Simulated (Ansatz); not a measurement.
73Ge NMR of the central transition in GeSe at a changed volume

Cell: an entry of the Crystallography Open Database (COD), relaxed with PBE at fixed cell and then changed (volume scaled by 1.06, ions relaxed).

Space group Pnma (No. 62); a = 11.0322, b = 3.9255, c = 4.4863 Å.

```csv
site,Wyckoff,site symmetry,x,y,z
Ge,4c,.m.,0.1244,0.2500,0.1174
Se,4c,.m.,0.8533,0.2500,0.5018
```

One atom of each set is listed.

All values are calculated (Ansatz; DFT, PBE, plane waves and PAW, scalar-relativistic, 420 eV cutoff, Γ-centred 4×11×10 k-points, Fermi–Dirac smearing 0.02 eV), not measured.

73Ge has I = 9/2 and Q = -196.0 mb (Pyykkö 2018); at 7.05 T its Larmor frequency is ν₀ = 10.5 MHz. Only the quadrupole interaction is simulated: positions count from each site's isotropic chemical shift, and shift anisotropy, dipolar and J coupling are left out.

**Question.** Simulate the second-order pattern (static powder, Gaussian broadening 30 kHz) of site Ge (3 Se at 2.58–2.61 Å).

**Answer.** The calculation gives C_Q = 29.4 MHz and η = 0.17, so ν_Q = 1.22 MHz and the centre of gravity lies at -10965 ppm (-115 kHz).

offset (kHz), height and a bar:
```
   -486.8          0 
   -462.0          6 ##
   -437.3         38 ###########
   -412.5         57 #################
   -387.7         63 ###################
   -363.0         71 #####################
   -338.2         87 ##########################
   -313.4        100 ##############################
   -288.7         81 ########################
   -263.9         67 ####################
   -239.1         60 ##################
   -214.4         56 #################
   -189.6         53 ################
   -164.8         51 ###############
   -140.1         49 ###############
   -115.3         48 ##############
    -90.5         47 ##############
    -65.8         47 ##############
    -41.0         47 ##############
    -16.2         46 ##############
      8.5         40 ############
     33.3         38 ###########
     58.1         40 ############
     82.8         43 #############
    107.6         47 ##############
    132.3         53 ################
    157.1         67 ####################
    181.9         92 ############################
    206.6         81 ########################
    231.4         42 #############
    256.2          7 ##
    280.9          0
```
